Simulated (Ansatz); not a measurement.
**SiC: moving C off its site**

SiC, P6_3mc, a = 3.076 Å, c = 5.048 Å (as given, not relaxed at this level: 3.7 GPa, forces to 0.75 eV/Å). The compound has several low-lying forms, and this is one of them. Ansatz: PBE, PAW, 420 eV, Γ-centred 12×12×6 mesh on 4 atoms, Gaussian smearing 0.05 eV; no spin polarisation.

```yaml
crystal:
  lattice:
    - [3.07600, 0.00000, 0.00000]
    - [-1.53800, 2.66389, 0.00000]
    - [0.00000, 0.00000, 5.04800]
  atoms:
    - { symbol: Si, position: [0.33333, 0.66667, 0.00000] }
    - { symbol: Si, position: [0.66667, 0.33333, 0.50000] }
    - { symbol: C, position: [0.33333, 0.66667, 0.38500] }
    - { symbol: C, position: [0.66667, 0.33333, 0.88500] }
```

Atom 3 (C) moves by x along the unit vector (1.000, 0.000, 0.000), with its periodic images; all else is held. y is the free energy of the cell over the start, F the force along the path summed over the moved atoms. Symmetry makes y even in x.

```tsv
x (Å)	y (meV)	F (eV/Å)
-0.1000	?	?
-0.0500	26.7	1.07
0.0000	0.0	0.00
0.0125	1.7	-0.27
0.0250	6.7	-0.53
0.0375	15.0	-0.80
0.0625	41.7	-1.34
0.0750	60.1	-1.61
0.0875	81.9	-1.88
```

Question: Fit y = c2 x² + c4 x⁴ to the energies of the other rows, give the force constant, and predict energy and force of the missing row.

Answer: Least squares on the rows shown. y = 10660 x² + 4418 x⁴. The force constant is 2 c2 = 21.3 eV/Å², for the cell as given, at 3.7 GPa (for all images moving together, not for a lone atom). The force −dy/dx at the missing row is 2.15 eV/Å (computed 2.15). At x = -0.1000 the fit asked for gives 107.0 meV. The run gave 107.1 meV, so the fit is 0.1 meV too low, a small miss on the scale of the series.